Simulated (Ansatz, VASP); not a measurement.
## KBr in VASP and in Ansatz

The input INCAR:

```
PREC     = Accurate       # precision mode
ENCUT    = 520            # plane-wave cutoff, eV
EDIFF    = 1E-6           # SCF threshold, eV
ISMEAR   = 0              # smearing method
SIGMA    = 0.05           # smearing width, eV
LREAL    = False          # projectors in reciprocal space
LASPH    = True           # aspherical terms in the spheres
NELM     = 80             # most SCF steps
ALGO     = Normal         # electronic algorithm
ISIF     = 2              # what is computed and relaxed
LWAVE    = False          # write WAVECAR
LCHARG   = False          # write CHGCAR
GGA      = CA             # functional
NBANDS   = 15             # bands
```

The input KPOINTS:

```
Automatic mesh
0
Gamma
  6 6 6
```

Contents of POSCAR:

```
KBr
1.0
    0.0000000000      3.3418875000      3.3912750000
    3.3418875000      0.0000000000      3.3912750000
    3.3418875000      3.3418875000      0.0000000000
K Br
1 1
Direct
    0.0000000000      0.0000000000      0.0000000000
    0.5000000000      0.5000000000      0.5000000000
```

Input for Ansatz:

```yaml
crystal:
  lattice:
    - [0.0, 3.3418875, 3.391275]
    - [3.3418875, 0.0, 3.391275]
    - [3.3418875, 3.3418875, 0.0]
  atoms:
    - { symbol: K, position: [0.0, 0.0, 0.0] }
    - { symbol: Br, position: [0.5, 0.5, 0.5] }
basis:
  ecutwfc: 420
kpoints:
  mp_grid: { grid: [6, 6, 6] }
hamiltonian:
  xc: lda
scf:
  occupations: { method: gaussian, width: 0.05 }
output:
  forces: true
  stress: true
  eigenvalues: true
```

Change from the starting cell: strain +0.015 along x and y, +0.030 along z, atoms carried along.

Alike in both runs: task single point; functional LDA; k mesh 6 × 6 × 6; occupations gaussian, width 0.05 eV; no spin polarisation.

|  | VASP | Ansatz |
| --- | --- | --- |
| version | VASP 6.6.1 | Ansatz 0.2.0 |
| potentials or method | VASP PAW LDA potentials, release 64 (K_sv, Br) | scalar-relativistic, plane waves, PAW |
| plane-wave cutoff (eV) | 520 | 420 |
| valence electrons in the cell | 16 | 16 |

|  | VASP | Ansatz | Ansatz less VASP |
| --- | --- | --- | --- |
| gap on the k mesh at the Fermi level (eV) | 3.91 | 3.90 | -0.008 |
| least direct gap on the mesh (eV) | 3.91 | 3.90 | -0.008 |
| pressure (GPa) | -2.1 | -2.2 | -0.03 |
| largest component of the traceless stress (GPa) | 0.16 | 0.16 | -0.005 |
